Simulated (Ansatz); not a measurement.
BaF₂:
```xyz
3
Lattice="0.0000 3.1231 3.1231 3.1231 0.0000 3.1231 3.1231 3.1231 0.0000" Properties=species:S:1:pos:R:3 pbc="T T T"
Ba     0.0000     0.0000     0.0000
F      1.5616     1.5616     1.5616
F      4.6847     4.6847     4.6847
```

Relaxed with PBE. Special points in fractions of this cell's reciprocal vectors: Γ (0.000, 0.000, 0.000); X (0.500, 0.000, 0.500); U (0.625, 0.250, 0.625); K (0.375, 0.375, 0.750); L (0.500, 0.500, 0.500); W (0.500, 0.250, 0.750).

Problem. List the band energies nearest the valence-band maximum at these points for PBE in the plane-wave PAW code Ansatz.

Solution. In eV from the valence-band maximum; about four levels below and three above (degenerate sets whole), none deeper than 8.9 eV; points with the same levels are listed once.

| k | below | above |
|---|---|---|
| Γ | -1.41 -1.41 -1.41 -0.09 -0.09 -0.09 | 6.73 9.18 9.18 |
| X | -0.34 -0.34 -0.32 -0.32 -0.14 | 7.27 8.96 10.62 |
| U | -0.49 -0.35 -0.20 -0.16 | 7.52 9.31 9.86 |
| L | -0.63 -0.36 -0.18 -0.18 | 9.04 9.16 9.16 |
| W | -0.34 -0.34 -0.28 -0.19 | 7.53 9.74 9.81 9.81 |

Space group Fm-3m (fluorite). The PBE relaxation kept the symmetry of its start. Scalar-relativistic: spin–orbit coupling is off unless named, which matters more the heavier the elements.

Potentials: the later of the program's two PAW sets.
